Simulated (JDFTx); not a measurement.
Crystal: InP.

```
CELL_PARAMETERS angstrom
0.00000 2.93050 2.93050
2.93050 0.00000 2.93050
2.93050 2.93050 0.00000
ATOMIC_POSITIONS crystal
In 0.00000 0.00000 0.00000
P 0.75000 0.75000 0.75000
```

Program: JDFTx 1.7.0 (patched build). Alike in all runs: task single point; no spin polarisation; cell as given; k mesh 8 × 8 × 8; cutoff (eV) 952.

Question: Order these runs on this cell by their pressure, lowest first.
A. level LDA; potentials or basis PseudoDojo-SR-LDA-0.4.1-standard with smoothed tails; smearing fermi-dirac 0.05 eV
B. level PBEsol; potentials or basis PseudoDojo-SR-PBEsol-0.4.1-standard with smoothed tails; smearing fermi-dirac 0.05 eV
C. level PBE; potentials or basis PseudoDojo-SR-PBE-0.5-standard with smoothed tails; smearing gaussian 0.011 eV
D. level RPBE; potentials or basis PseudoDojo-SR-PBE-0.5-standard with smoothed tails; smearing gaussian 0.05 eV
E. level BLYP; potentials or basis PseudoDojo-SR-PBE-0.5-standard with smoothed tails; smearing fermi-dirac 0.05 eV

Answer: A (-1.3 GPa), B (0.7 GPa), C (3.4 GPa), D (5.0 GPa), E (6.9 GPa).

Caveats: the potentials were made for another functional, which shifts forces and pressure (some runs).
